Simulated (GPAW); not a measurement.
# Co (P6_3/mmc) in GPAW: notebook

One crystal, Co, is run at these levels: PBEsol, PBEsol+U; tasks: single point, band structure.

Program: GPAW 26.7.0. These are calculated values, not measurements. Logs are shortened: lines on timing, memory, paths and dates and some standing lists are left out, and cuts for length are marked. The log counts tension as positive stress, the text compression.

## 1. The structure

Symmetry: P6_3/mmc, No. 194, hexagonal system. Conventional cell: a = 2.472 Å, b = 2.472 Å, c = 4.021 Å, α = 90.00°, β = 90.00°, γ = 120.00°. Co (site symmetry -6m2) has 12 Co at 2.47 Å as nearest neighbours.

## 2. Single point, PBEsol, collinear spin, ferromagnetic start, 10.64 Å³/atom

Input file run.py:

```python
from ase import Atoms
from ase.dft.bandgap import bandgap
from ase.io import write
from ase.units import GPa
from gpaw import GPAW, PW, setup_paths

setup_paths.insert(0, '.')

atoms = Atoms(['Co', 'Co'],
              cell=[[2.3731199071, 0.0, 0.0],
                    [-1.1865599535, 2.0551821257, 0.0],
                    [0.0, 0.0, 4.3632205729]],
              scaled_positions=[[0.6666666667, 0.3333333333, 0.75],
                                [0.3333333333, 0.6666666667, 0.25]],
              pbc=True)
atoms.set_initial_magnetic_moments([2.0, 2.0])

calc = GPAW(mode=PW(600),
            xc='PBEsol',
            kpts={'size': (10, 10, 6), 'gamma': True},
            occupations={'name': 'fermi-dirac', 'width': 0.05},
            nbands=21,
            convergence={'density': 1e-05, 'energy': 1e-05},
            maxiter=150,
            txt='gpaw.txt')
atoms.calc = calc
energy = atoms.get_potential_energy()
forces = atoms.get_forces()
stress = atoms.get_stress()
calc.write('gs.gpw')
write('result.traj', atoms)
print(f'Energy: {energy:.6f} eV')
print('Forces (eV/A):')
print(forces.round(4))
print('Stress (GPa):', (stress / GPa).round(3))
print('Moments:', calc.get_magnetic_moments().round(3))
print('Fermi level:', round(calc.get_fermi_level(), 4), 'eV')
print(f'Gap: {bandgap(calc)[0]:.4f} eV, direct: {bandgap(calc, direct=True)[0]:.4f} eV')
```

Potentials or basis: PAW data sets generated in the run's folder for this functional, pw.

Run with:

```
$ gpaw-setup -f PBEsol Co
$ OMP_NUM_THREADS=1 python run.py
```

gpaw.txt:

```text
__  _  _
 | _ |_)|_||  |
 |__||  | ||/\| - 26.7.0

Input parameters:
  mode=PW(ecut=600.0),
  convergence={'density': 1e-05, 'energy': 1e-05},
  kpts=MonkhorstPack(size=(10, 10, 6), gamma=True),
  maxiter=150,
  nbands=21,
  occupations=Occupations(name='fermi-dirac', width=0.05),
  xc=XC(name='PBEsol')

Diagonalizing LCAO Hamiltonian
Converting LCAO to pw mode

          Co

        Co

Atoms  # Å, Bohr magnetons
|   | symbol |         x |        y |        z |    initial magnetic moments |
|---|--------|-----------|----------|----------|-----------------------------|
| 0 |     Co |  1.186560 | 0.685061 | 3.272415 | ( 0.0000,  0.0000,  2.0000) |
| 1 |     Co | -0.000000 | 1.370121 | 1.090805 | ( 0.0000,  0.0000,  2.0000) |

Unit cell  # Å
| periodic |         x |        y |        z |  lengths |     angles |
|----------|-----------|----------|----------|----------|------------|
|      yes |  2.373120 | 0.000000 | 0.000000 | 2.373120 |  90.000000 |
|      yes | -1.186560 | 2.055182 | 0.000000 | 2.373120 |  90.000000 |
|      yes |  0.000000 | 0.000000 | 4.363221 | 4.363221 | 120.000000 |

Number of symmetries: 12
Symmetry operations  # r_c * U_cc + t_c -> r_c
|    | kind |            matrix            |
|----|------|------------------------------|
|  0 |  σ   |  1, 1, 0,  0,-1, 0,  0, 0, 1 |
|  1 |  S6  |  1, 1, 0, -1, 0, 0,  0, 0,-1 |
|  2 |  E   |  1, 0, 0,  0, 1, 0,  0, 0, 1 |
|  3 |  C2  |  1, 0, 0, -1,-1, 0,  0, 0,-1 |
|  4 |  C2  |  0, 1, 0,  1, 0, 0,  0, 0,-1 |
|  5 |  C3  |  0, 1, 0, -1,-1, 0,  0, 0, 1 |
|  6 |  S6  |  0,-1, 0,  1, 1, 0,  0, 0,-1 |
|  7 |  σ   |  0,-1, 0, -1, 0, 0,  0, 0, 1 |
|  8 |  σ   | -1, 0, 0,  1, 1, 0,  0, 0, 1 |
|  9 |  i   | -1, 0, 0,  0,-1, 0,  0, 0,-1 |
| 10 |  C3  | -1,-1, 0,  1, 0, 0,  0, 0, 1 |
| 11 |  C2  | -1,-1, 0,  0, 1, 0,  0, 0,-1 |

BZ-sampling:
  Number of BZ points: 600
  Number of IBZ points: 72

  Monkhorst-Pack size: [10, 10, 6]
  Monkhorst-Pack shift: [0.05, 0.05, 0.08333333333333333]

K-points  # in reciprocal-cell coordinates
|     |                                coordinates |     weight |
|-----|--------------------------------------------|------------|
|   0 | (  0.00000000,   0.00000000,   0.00000000) | 0.00166667 |
|   1 | (  0.00000000,   0.00000000,   0.16666667) | 0.00333333 |
|   2 | (  0.00000000,   0.00000000,   0.33333333) | 0.00333333 |
|   3 | (  0.00000000,   0.00000000,   0.50000000) | 0.00166667 |
|   4 | (  0.10000000,   0.00000000,  -0.33333333) | 0.01000000 |
|   5 | (  0.10000000,   0.00000000,  -0.16666667) | 0.01000000 |
|   6 | (  0.10000000,   0.00000000,   0.00000000) | 0.01000000 |
|   7 | (  0.10000000,   0.00000000,   0.16666667) | 0.01000000 |
|   8 | (  0.10000000,   0.00000000,   0.33333333) | 0.01000000 |
|   9 | (  0.10000000,   0.00000000,   0.50000000) | 0.01000000 |
| ... |                                            |            |
|  71 | (  0.50000000,   0.50000000,   0.50000000) | 0.00500000 |

Plane wave coefficients: 726
Cutoff: 600.0 eV

Spin-components: 2 (collinear spins)
Bands:           21
Projectors:      12
Spin-degeneracy: 1
Datatype:        complex128

Parallelization:
  kpt:    1
  domain: 1
  band:   1

Density:
  Valence electrons: 18.0
  Components: 2
  Grid points: [14 14 25]
  Charge: 0.0  # |e|

Potential:
  Grid points: [14 14 25]

species:
  Co:
    name:    Cobalt
    Z:       27.0
    valence: 9
    core:    18
    charge:  0.0  # [|e|]
    compensation charges:
      type: gauss
      rc: 0.32  # [Å]
      lmax: 2
    cutoffs:
      filter: 1.87  # [Å]
      core: 2.55  # [Å]
    projectors
    | kind |    occ | energy [eV] | rcut [Å] |
    |------|--------|-------------|----------|
    |   4s |  2.000 |      -5.488 |    1.005 |
    |   4p |  0.000 |      -1.248 |    1.058 |
    |   3d |  7.000 |      -8.230 |    1.005 |
    |    s |        |      21.723 |    1.005 |
    |    p |        |      25.963 |    1.058 |
    |    d |        |      18.981 |    1.005 |

    Using partial waves for Co as LCAO basis

Reference energy: -75737.720984  # eV

eigensolver:
  PPCG
  Converge bands: occupied
  niter=2

density mixing:
  MSR1-Mixer
  Pratt-step length: 0.05
  Maximum mixing coefficient: 0.75
  Old densities: 10
  SVD Regularization: 0.005
  Good broyden scale: 1.0
  Trust region scale: 1.0
  Backstep threshold: 4.0
  History deletion threshold: 6.0
  Fourier metric: weight=20.0, sigma=0.015

occupation numbers:
  Fermi-Dirac:
    width: 0.0500  # eV

poisson solver:
  ecut: 4800.0  # eV

xc functional:
  name: PBEsol with 2 nearest neighbor stencil

convergence criteria:
- Maximum integral of absolute [dens]ity change: 1e-05 electrons / valence electron
- Maximum [total energy] change in last 3 cyles: 1e-05 eV / valence electron
- Maximum integral of absolute [eigenst]ate change: 4e-08 eV^2 / valence electron
maximum number of iterations: 150

SCF iterations
|iter     | |      energy | eigst |  dens |  magmom |
|---------|-|-------------|-------|-------|---------|
|iter:   1| |  -17.620282 | +0.30 |       |  +4.0059|
|iter:   2| |  -17.610222 | -2.13 | -1.17 |  +3.9769|
|iter:   3| |  -17.636703 | -2.53 | -1.21 |  +3.7390|
|iter:   4| |  -17.667298 | -3.45 | -1.50 |  +3.5907|
|iter:   5| |  -17.687188 | -3.17 | -1.72 |  +3.3894|
|iter:   6| |  -17.688223 | -4.67 | -2.32 |  +3.3410|
|iter:   7| |  -17.688317 | -5.63 | -2.90 |  +3.3372|
|iter:   8| |  -17.688369c| -6.17 | -3.17 |  +3.3454|
|iter:   9| |  -17.688375c| -7.01 | -3.71 |  +3.3476|
|iter:  10| |  -17.688377c| -7.51c| -4.09 |  +3.3483|
|iter:  11| |  -17.688378c| -7.79c| -4.56 |  +3.3485|
|iter:  12| |  -17.688378c| -8.49c| -5.12c|  +3.3485|

Converged in 12 steps
Energy contributions relative to reference atoms: (reference = -75737.720984)

Energy contributions:
  Kinetic:          20.104826
  Coulomb:         -16.121258
  Zero:             -0.094730
  External:          0.000000
  Xc:              -21.568977
  Entropy:          -0.016478
  Spinorbit:         0.000000
  ----------------------------
  Free energy:     -17.696617
  Extrapolated:    -17.688378

dipole moment: (-0.000001, -0.000002, -0.000004)  # |e|*Ang

Total magnetic moment: (0.000000, 0.000000, 3.348547)

Local magnetic moments
|        x |        y |        z |
|----------|----------|----------|
| 0.000000 | 0.000000 | 1.724703 |  # Co   0
| 0.000000 | 0.000000 | 1.724703 |  # Co   1

Fermi level: 10.844
Eigenvalues  # (at kpt = [0.000, 0.000, 0.000])
| band index |      eig [eV] | occ [0-1] |      eig [eV] | occ [0-1] |
|------------|---------------|-----------|---------------|-----------|
|          0 |         1.530 |     1.000 |         1.627 |     1.000 |
|        ... |               |           |               |           |
|          2 |         7.425 |     1.000 |         8.973 |     1.000 |
|          3 |         8.179 |     1.000 |         9.220 |     1.000 |
|          4 |         8.179 |     1.000 |         9.810 |     1.000 |
|          5 |         8.373 |     1.000 |         9.810 |     1.000 |
|          6 |         8.373 |     1.000 |        10.036 |     1.000 |
|          7 |         9.182 |     1.000 |        10.036 |     1.000 |
[... 8 lines left out ...]
|         16 |        37.591 |     0.000 |        38.057 |     0.000 |
|         17 |        38.477 |     0.000 |        38.895 |     0.000 |
|        ... |               |           |               |           |
|         20 |        39.355 |     0.000 |        39.734 |     0.000 |

No gap
No difference between direct/indirect transitions

Forces  # eV/Ang
|        x |        y |        z |
|----------|----------|----------|
| -0.00000 | -0.00000 | -0.00022 |  # Co   0
|  0.00000 |  0.00000 |  0.00022 |  # Co   1

Stress tensor  # eV/Ang^3
|         x |         y |        z |
|-----------|-----------|----------|
| -0.089695 |  0.000000 | 0.000000 |
|  0.000000 | -0.089695 | 0.000000 |
|  0.000000 |  0.000000 | 0.169722 |

# Writing to gs.gpw (mode='')
```

It took 40 s on 1 thread of AMD EPYC 7R43 (Zen 3), shared host; peak memory 0.17 GiB.

Results:

| Quantity | Value |
| --- | --- |
| Free energy | -17.6966 eV |
| Pressure | 0.5 GPa |
| Band gap on the k mesh | none (metal or under the smearing width) |
| Net moment | 3.35 μB per cell |
| Site moments | Co +1.72 μB |

Caveat: the density grid can change from cell to cell, which puts small steps into energies and stress.

## 3. Single point, PBEsol, collinear spin, ferromagnetic start, 10.64 Å³/atom

Changes to run.py since step 2:

```diff
@@ -9,5 +9,5 @@
 atoms = Atoms(['Co', 'Co'],
-              cell=[[2.3731199071, 0.0, 0.0],
-                    [-1.1865599535, 2.0551821257, 0.0],
-                    [0.0, 0.0, 4.3632205729]],
+              cell=[[2.4225599051, 0.0, 0.0],
+                    [-1.2112799526, 2.09799842, 0.0],
+                    [0.0, 0.0, 4.1869471887]],
               scaled_positions=[[0.6666666667, 0.3333333333, 0.75],
```

Potentials or basis: PAW data sets generated in the run's folder for this functional, pw.

Run with:

```
$ gpaw-setup -f PBEsol Co
$ OMP_NUM_THREADS=1 python run.py
```

It took 60 s on 1 thread of AMD EPYC 7R43 (Zen 3), shared host; peak memory 0.17 GiB.

Results (log left out):

- Free energy: -17.8701 eV
- Pressure: -3.2 GPa
- Band gap on the k mesh: none (metal or under the smearing width)
- Net moment: 3.32 μB per cell
- Site moments: Co +1.72 μB

Caveat: the density grid can change from cell to cell, which puts small steps into energies and stress.

(Part 1 of 2 ends here.)
